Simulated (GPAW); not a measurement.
# Ti3Ni in GPAW: the effect of target pressure

Crystal: Ti3Ni.

```
Ni Ti
1.0
     3.93518    0.00000    0.00000
     0.00000    3.93518    0.00000
     0.00000    0.00000    3.93518
Ni Ti
1 3
Direct
  0.00000 0.00000 0.00000
  0.50000 0.50000 0.00000
  0.50000 0.00000 0.50000
  0.00000 0.50000 0.50000
```

The cell comes from a database or a generator and needn't be the stable form of this composition.

Alike in all runs:

- Program: GPAW 26.7.0
- Task: relaxation of cell and atoms
- Functional: PBEsol
- Potentials or basis: PAW data sets generated in the run's folder for this functional
- Cutoff: 600 eV
- Basis: pw
- k mesh: 5 × 5 × 5
- Occupations: fermi-dirac, width 0.05 eV
- Spin: collinear spin, ferromagnetic start
- Starting moments: [1.0, 1.0, 1.0, 1.0] μB

Each run relaxes the cell or the atoms first.

| target pressure | target pressure | relaxed volume (Å³/atom) |
| --- | --- | --- |
| 0 GPa | - | 14.66 |
| 2 GPa | 2 GPa | ? |
| 5 GPa | 5 GPa | 14.20 |
| 10 GPa | 10 GPa | 13.79 |
| 20 GPa | 20 GPa | 13.09 |
| 30 GPa | 30 GPa | 12.52 |

Question: What does the run with target pressure 2 GPa give?

Answer: Relaxed volume 14.48 Å³/atom.

Worked out: In Murnaghan's law V^(-B') rises as a straight line in P. The other rows fit best with B' = 3.0, V0 = 14.66 Å³/atom and B0 = 148 GPa, which gives 14.47 Å³/atom at 2 GPa, against the run's 14.48.

Caveats: each step starts from the last one's moments, so a moment once lost doesn't come back; the stock nickel data set gives pressures a few GPa off other programs; later steps reuse the first step's grids; the volume moved by over 15 % at a fixed basis, so the end points are rough (some runs).
